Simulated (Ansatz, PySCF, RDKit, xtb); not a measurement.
# C3H9N: which of the isomers drawn lies lowest?

A sample of isomers of C3H9N is drawn. Aim: find which of them has the lowest free energy at 298.15 K, then its properties. The sample is small against all isomers, and the most stable one of this formula need not be in it.

The funnel: GFN2-xTB relaxations, single points with a density functional, relaxations at r2SCAN-D4/def2-SVP, harmonic vibrations, and a last energy at a higher level. All values are calculated.

## (1) Possible bonding patterns

Isomers were taken from a list of plausible structures; this is a sample, not all of them. That gives 3 candidates.

```tsv
label	SMILES	spin
c313	CCCN	singlet
c531	CN(C)C	singlet
c568	CC(C)N	singlet
```

Candidates are built by distance geometry, with a force field where one applies, in up to four conformers (letters a to d).

Q: Predict the outcome of this search (final energies at CCSD(T)/def2-SVP + MP2/def2-TZVPP - MP2/def2-SVP).

| quantity | value |
| --- | --- |
| lowest structure found | CC(C)N, singlet, C1 |
| next finalist | CCCN, singlet, 3.2 kcal/mol higher in G |
| share at equilibrium, among the finalists | 99.6 % |
| harmonic wavenumbers, lowest and highest (r2SCAN-D4/def2-SVP) | 240 and 3555 cm⁻¹ |
| rotational constants, same geometry | 0.2733, 0.2644, 0.1555 cm⁻¹ |
| dipole moment (PBE0/def2-TZVPD) | 1.27 D |
| HOMO energy (PBE0/def2-TZVPD) | -6.95 eV |
| LUMO energy (PBE0/def2-TZVPD) | 0.29 eV |
| HOMO–LUMO gap (PBE0/def2-TZVPD) | 7.24 eV |
| lowest excitation (TD-PBE0/def2-SVPD) | 6.32 eV (f = 0.035) |
| strongest of the states computed, same level | 9.07 eV (f = 0.078) |
| lowest triplet excitation, same level, Tamm-Dancoff | 6.06 eV |
| vertical ionisation energy | 9.26 eV |
| vertical electron affinity | -1.32 eV (unbound: the value depends on the basis) |
| vertical triplet less singlet | +5.83 eV |

The lowest structure found is `CC(C)N`. Among the finalists first place is clear (3.2 kcal/mol); structures outside the list aren't covered. HF/STO-3G, r2SCAN-D4/def2-SVP, r2SCAN-D4/def2-SVP, relaxed, HF/def2-SVP and MP2/def2-SVP already put its bonding pattern lowest among the structures in one piece; GFN2-xTB favours the singlet CN(C)C. One minimum inside the window was never screened. Measured dipole moment: 1.19 D (quoted in “Rich Collection of n-Propylamine and Isopropylamine Conformers: Rotational Fingerprints and State-of-the-Art Quantum Chemical Investigation”, 2020, pmc:7997563); the calculated dipole moment, 1.27 D, differs by +0.08 D. Measured heats of formation are -83.7 kJ/mol (298.15 K; CRC Handbook of Chemistry and Physics) for c568a and -70.1 kJ/mol (298.15 K; CRC Handbook of Chemistry and Physics) for c313c: a difference of +13.6 kJ/mol, against +14.2 calculated. The search is not exhaustive (a finite list of starts, one conformer a finalist), so a lower isomer can't be ruled out. Only 3 drawn patterns were tried, so whole families of isomers are missing, and the result ranks this sample alone. The lowest isomer need not be the one that is made and kept in a bottle, which depends on barriers.
